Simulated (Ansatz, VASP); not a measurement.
**One calculation of MgO, two programs**

File INCAR:

```
SYSTEM = MgO
ALGO = Normal
EDIFF = 1E-7
ENCUT = 520
GGA = PE
ISIF = 2
ISMEAR = -1
LASPH = .TRUE.
LCHARG = .TRUE.
LELF = .TRUE.
LREAL = .FALSE.
LVHAR = .TRUE.
LWAVE = .FALSE.
NBANDS = 16
NELM = 80
PREC = Accurate
SIGMA = 0.05
```

The input KPOINTS:

```
k-points
0
G
  9 9 6
  0 0 0
```

Contents of POSCAR:

```
MgO
1.0
    3.3077869865      0.0000000000      0.0000000000
   -1.6538934933      2.8646275606      0.0000000000
    0.0000000000      0.0000000000      4.9828816700
Mg O
2 2
Direct
    0.6666666667      0.3333333333      0.5021597400
    0.3333333333      0.6666666667      0.0021597400
    0.6666666667      0.3333333333      0.9024402600
    0.3333333333      0.6666666667      0.4024402600
```

Contents of input.yaml:

```yaml
crystal:
  lattice:
    - [3.3077869865, 0.0, 0.0]
    - [-1.6538934933, 2.8646275606, 0.0]
    - [0.0, 0.0, 4.98288167]
  atoms:
    - { symbol: Mg, position: [0.6666666667, 0.3333333333, 0.50215974] }
    - { symbol: Mg, position: [0.3333333333, 0.6666666667, 0.00215974] }
    - { symbol: O, position: [0.6666666667, 0.3333333333, 0.90244026] }
    - { symbol: O, position: [0.3333333333, 0.6666666667, 0.40244026] }
hamiltonian:
  xc: pbe
  pseudopotentials: { kind: paw }
kpoints:
  mp_grid: { grid: [9, 9, 6] }
scf:
  occupations: { method: fermi_dirac, width: 0.05 }
output:
  forces: true
  stress: true
  eigenvalues: true
  write_density: true
  write_potential: true
  elf: true
  volumetric_format: npy
```

Measurements of this composition are mostly on another form, of space group No. 225.

Alike in both runs: task single point; functional PBE; k mesh 9 × 9 × 6; occupations fermi-dirac, width 0.05 eV; no spin polarisation.

|  | VASP | Ansatz |
| --- | --- | --- |
| version | VASP 6.6.1 | Ansatz 0.2.0 |
| potentials or method | VASP PAW PBE potentials, release 64 (Mg, O) | Ansatz PAW |
| plane-wave cutoff (eV) | 520 | 420 |
| valence electrons in the cell | 16 | 32 |

```csv
,VASP,Ansatz,Ansatz less VASP
gap on the k mesh at the Fermi level (eV),3.46,3.48,+0.018
least direct gap on the mesh (eV),3.46,3.48,+0.018
pressure (GPa),3.0,3.3,+0.38
largest component of the traceless stress (GPa),0.15,0.12,-0.030
rms of the force components (eV/Å),0.005,0.004,-0.0003
```

Atom by atom the forces differ by 0.000 eV/Å (rms over components). The two sets of potentials don't hold the same shells in valence.

Caveats: an odd mesh through Γ misses points on the zone boundary, where band edges often lie (VASP); odd divisions of the mesh miss points on the zone boundary, where band edges often lie, so the gap on the mesh can be too wide (Ansatz); the pressure holds a Pulay correction of +0.5 GPa for the finite cutoff (Ansatz).
